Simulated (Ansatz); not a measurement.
Here is an Ansatz 0.2.0 calculation.

The input run.py:

```python
import json

import ase.io
import numpy as np
import spglib
from ase.calculators.calculator import CalculationFailed, Calculator
from ase.stress import full_3x3_to_voigt_6_stress
from ase.units import GPa
from ase.eos import EquationOfState

import ansatz as az

class AnsatzCalculator(Calculator):
    implemented_properties = ["energy", "free_energy", "forces", "stress", "magmom"]

    def calculate(self, atoms, properties, system_changes):
        super().calculate(atoms, properties, system_changes)
        structure = atoms.copy()
        structure.set_constraint()
        structure.set_momenta(None)
        structure.set_masses(None)
        outcome = (
            az.Crystal.from_ase(structure)
            .calculation()
            .basis(xc_grid=2)
            .kpoints(11, 11, 11)
            .functional(exchange="b88", correlation="pbe", dispersion="d3bj")
            .pseudopotentials(kind="paw", source="jth")
            .scf(tolerance=2e-10)
            .occupations(method="methfessel_paxton", width=0.01)
            .forces()
            .stress()
            .run(threads=2)
        )
        if not outcome.report["converged"]:
            raise CalculationFailed("SCF not converged")
        report = outcome.report
        self.results = {
            "free_energy": report["lagrangian_ev"],
            "energy": report["lagrangian_ev"],
            "forces": np.array(report["forces_ev_ang"]),
            "stress": -GPa * full_3x3_to_voigt_6_stress(report["stress_gpa"]),
            "magmom": report["magnetization_mub"],
        }

np.set_printoptions(precision=5, suppress=True, linewidth=110)
atoms = ase.io.read("Ti.cif")
cell, frac, numbers = spglib.find_primitive((atoms.cell[:], atoms.get_scaled_positions(), atoms.numbers), symprec=1e-5)
atoms = ase.Atoms(numbers, cell=cell, scaled_positions=frac, pbc=True)
atoms.calc = AnsatzCalculator()
cell = atoms.cell.copy()
volumes, energies = [], []
for x in (0.94, 0.96, 0.98, 1.0, 1.02, 1.04, 1.06):
    atoms.set_cell(cell * x ** (1 / 3), scale_atoms=True)
    volumes.append(atoms.get_volume() / len(atoms))
    energies.append(atoms.get_potential_energy() / len(atoms))
    print(f"x {x:.2f}  V = {volumes[-1]:.4f} A^3/atom  E = {energies[-1]:.6f} eV/atom  P = {-atoms.get_stress()[:3].mean() / GPa:.3f} GPa")
v0, e0, b0 = EquationOfState(volumes, energies, eos="vinet").fit()
print(f"V0 = {v0:.4f} A^3/atom, E0 = {e0:.6f} eV/atom, B0 = {b0 / GPa:.2f} GPa")
```

The input Ti.cif:

```cif
data_Ti
_cell_length_a 3.28200000
_cell_length_b 3.28200000
_cell_length_c 3.28200000
_cell_angle_alpha 90.00000000
_cell_angle_beta 90.00000000
_cell_angle_gamma 90.00000000
_space_group_name_H-M_alt 'Im-3m'
_space_group_name_Hall '-I 4 2 3'
_space_group_IT_number 229
loop_
_space_group_symop_operation_xyz
'x,y,z'
'-x,-y,-z'
'-y,x,z'
'y,-x,-z'
'-x,-y,z'
'x,y,-z'
'y,-x,z'
'-y,x,-z'
'x,-y,-z'
'-x,y,z'
'-y,-x,-z'
'y,x,z'
'-x,y,-z'
'x,-y,z'
'y,x,-z'
'-y,-x,z'
'z,x,y'
'-z,-x,-y'
'z,-y,x'
'-z,y,-x'
'z,-x,-y'
'-z,x,y'
'z,y,-x'
'-z,-y,x'
'-z,x,-y'
'z,-x,y'
'-z,-y,-x'
'z,y,x'
'-z,-x,y'
'z,x,-y'
'-z,y,x'
'z,-y,-x'
'y,z,x'
'-y,-z,-x'
'x,z,-y'
'-x,-z,y'
'-y,z,-x'
'y,-z,x'
'-x,z,y'
'x,-z,-y'
'-y,-z,x'
'y,z,-x'
'-x,-z,-y'
'x,z,y'
'y,-z,-x'
'-y,z,x'
'x,-z,y'
'-x,z,-y'
'x+1/2,y+1/2,z+1/2'
'-x+1/2,-y+1/2,-z+1/2'
'-y+1/2,x+1/2,z+1/2'
'y+1/2,-x+1/2,-z+1/2'
'-x+1/2,-y+1/2,z+1/2'
'x+1/2,y+1/2,-z+1/2'
'y+1/2,-x+1/2,z+1/2'
'-y+1/2,x+1/2,-z+1/2'
'x+1/2,-y+1/2,-z+1/2'
'-x+1/2,y+1/2,z+1/2'
'-y+1/2,-x+1/2,-z+1/2'
'y+1/2,x+1/2,z+1/2'
'-x+1/2,y+1/2,-z+1/2'
'x+1/2,-y+1/2,z+1/2'
'y+1/2,x+1/2,-z+1/2'
'-y+1/2,-x+1/2,z+1/2'
'z+1/2,x+1/2,y+1/2'
'-z+1/2,-x+1/2,-y+1/2'
'z+1/2,-y+1/2,x+1/2'
'-z+1/2,y+1/2,-x+1/2'
'z+1/2,-x+1/2,-y+1/2'
'-z+1/2,x+1/2,y+1/2'
'z+1/2,y+1/2,-x+1/2'
'-z+1/2,-y+1/2,x+1/2'
'-z+1/2,x+1/2,-y+1/2'
'z+1/2,-x+1/2,y+1/2'
'-z+1/2,-y+1/2,-x+1/2'
'z+1/2,y+1/2,x+1/2'
'-z+1/2,-x+1/2,y+1/2'
'z+1/2,x+1/2,-y+1/2'
'-z+1/2,y+1/2,x+1/2'
'z+1/2,-y+1/2,-x+1/2'
'y+1/2,z+1/2,x+1/2'
'-y+1/2,-z+1/2,-x+1/2'
'x+1/2,z+1/2,-y+1/2'
'-x+1/2,-z+1/2,y+1/2'
'-y+1/2,z+1/2,-x+1/2'
'y+1/2,-z+1/2,x+1/2'
'-x+1/2,z+1/2,y+1/2'
'x+1/2,-z+1/2,-y+1/2'
'-y+1/2,-z+1/2,x+1/2'
'y+1/2,z+1/2,-x+1/2'
'-x+1/2,-z+1/2,-y+1/2'
'x+1/2,z+1/2,y+1/2'
'y+1/2,-z+1/2,-x+1/2'
'-y+1/2,z+1/2,x+1/2'
'x+1/2,-z+1/2,y+1/2'
'-x+1/2,z+1/2,-y+1/2'
loop_
_atom_site_label
_atom_site_type_symbol
_atom_site_symmetry_multiplicity
_atom_site_Wyckoff_symbol
_atom_site_fract_x
_atom_site_fract_y
_atom_site_fract_z
_atom_site_occupancy
Ti1 Ti 2 a 0.0000000000 0.0000000000 0.0000000000 1
```

Potentials or basis: JTH PAW.

Command:

```bash
$ python run.py
```

Task: Predict the bulk modulus.

Result: 150 GPa (rough).

Task: Predict the equilibrium volume.

Result: 15.11 Å³/atom (rough: see the caveat).

Energy against volume, from the lowest point:
```csv
volume (Å³/atom),energy (meV/atom)
16.616,0.00
16.969,27.37
17.323,58.42
17.676,92.92
18.030,130.52
18.383,170.56
18.737,212.82
```

Caveat: the potentials were made for another functional, which shifts forces and pressure; the minimum lies outside the volumes run; the dispersion damping was fitted for another functional or another form of the correction; the thresholds are loose for stress.
